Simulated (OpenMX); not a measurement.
The system is MnS.

```
CELL_PARAMETERS angstrom
0.00000 2.60450 2.60450
2.60450 0.00000 2.60450
2.60450 2.60450 0.00000
ATOMIC_POSITIONS crystal
Mn 0.00000 0.00000 0.00000
S 0.50000 0.50000 0.50000
```

Alike in all runs: program OpenMX 3.8.5; functional PBE; potentials or basis OpenMX 2013 PBE set, Mn6.0-s3p2d2, S7.0-s2p2d1f1, grid cutoff 400 Ry; k mesh 7 × 7 × 7; occupations fermi-dirac, width 0.05 eV.

The same cell was started in several ways:

```tsv
start	free energy over the lowest (meV/atom)	net moment (μB)	site or absolute moments (μB)	gap
collinear spin, ferromagnetic start of up to 5.5 μB	0.0	4.71	Mn +4.53; S +0.17	none (metal or under the smearing width)
collinear spin, zero start	1136.0	0.00	-	none (metal or under the smearing width)
collinear spin, ferromagnetic start of up to 4 μB	0.0	4.71	Mn +4.53; S +0.17	none (metal or under the smearing width)
```

The spin-polarised runs without a constraint all converged, yet they end up to 1136 meV/atom apart: a converged run can sit in a state that isn't the lowest. A still lower state may exist.

Caveats: the basis of atomic orbitals isn't converged, which shifts pressures, moduli and gaps; semilocal functionals often make such compounds metallic where correlation or magnetic order opens a gap, which also shifts bond lengths; a cell with one magnetic atom can't hold antiferromagnetic order, which such compounds often take (some runs).
